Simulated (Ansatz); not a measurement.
# Property card for Hf₂Si

Computed with Ansatz, DFT PBEsol, scalar-relativistic, plane waves, PAW.

Cutoff 420 eV; k points 10×10×10 on the computed 6-atom cell (Γ-centred); Gaussian smearing, width 0.10 eV; no spin polarisation.

The structure is relaxed at this level of theory with its symmetry kept. Whether it is the stable form of this composition wasn't checked.

```
Hf Si
1.0
    -3.25533    3.25533    2.57161
     3.25533   -3.25533    2.57161
     3.25533    3.25533   -2.57161
Hf Si
4 2
Cartesian
  1.0205 2.2348 2.5716
  2.2348 -1.0205 2.5716
  2.2348 1.0205 0.0000
  1.0205 4.2759 0.0000
  0.0000 0.0000 3.8574
  0.0000 0.0000 1.2858
```

| Item | Value |
| --- | --- |
| Space group | I4/mcm (No. 140) |
| Volume per atom | 18.17 Å³ |
| Formation energy from the elements' standard states (uncorrected) | -0.797 eV/atom |
| Kohn–Sham band gap | none (metal) |
| Density of states at the Fermi level | 2.61 states/eV per cell |
| Löwdin character within 0.5 eV of the Fermi level | Hf 5d 83 %, Si 3p 7 %, unprojected 4 % |
| Bulk modulus | 149 GPa |
| Its pressure derivative | 3.8 |
| Bader charges (e) | Hf (4 in the cell) 0.72, Si (2 in the cell) -1.44 |

Spin-orbit coupling is left out, which matters for the bands of heavy elements.